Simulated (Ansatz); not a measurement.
Cr:

```
Cr
1.0
    -1.48445    1.48445    1.48445
     1.48445   -1.48445    1.48445
     1.48445    1.48445   -1.48445
Cr
1
Direct
  0.00000 0.00000 0.00000
```

Base run:

- Program: Ansatz 0.2.0
- Functional: PBEsol
- Potentials or basis: all-electron LAPW, scalar-relativistic
- Cutoff: 281 eV (chosen from the basis error)
- Basis error allowed: 0.001 eV/atom
- k mesh: 12 × 12 × 12
- Occupations: fermi-dirac, width 0.05 eV
- Spin: collinear spin, ferromagnetic start
- Starting moments: [3.0] μB
- Hubbard terms: Cr d U = 8 eV

Its results: band gap on the k mesh none (metal or under the smearing width); pressure 92.6 GPa; net moment 4.86 μB per cell; site moments Cr +4.46 μB.

Q: The run is repeated on the same cell with these changes: hubbard terms from Cr d U = 8 eV to Cr d U = 6 eV. What comes out?

A: Band gap on the k mesh none (metal or under the smearing width); pressure 86.0 GPa; net moment 4.75 μB per cell; site moments Cr +4.37 μB.

Caveats: the magnetic state may not be the lowest; a pressure of tens of GPa on the cell as given is suspect, and the run, the potentials or the cell itself is likely at fault; U is the effective U less J, on atomic orbitals that reach past the spheres; the U is typed as a test and isn't derived for this compound.
